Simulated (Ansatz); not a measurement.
Consider KBr in the rock salt structure (space group Fm-3m, No. 225; a = 6.5491 Å). Axes: x, y, z lie along the cube axes.

The values are results of Ansatz (a program for electronic structure) PBEsol, no spin-orbit coupling, not measurements.

Perturbation: every lattice vector is stretched by 1.50 %; the atoms relax in the strained cell.

Q: Predict the stress tensor and what it implies for the stiffness.

A: Stress of the strained cell less that of the base (GPa, compression positive):
```
  -0.62    0.00    0.00
   0.00   -0.62    0.00
   0.00    0.00   -0.62
```

Then B = −ΔP/(ΔV/V₀) with ΔV/V₀ = 0.0457 gives secant stiffness values (nonlinear terms included at this strain): B ≈ 14 GPa.

Whether these cells are dynamically stable was not tested.
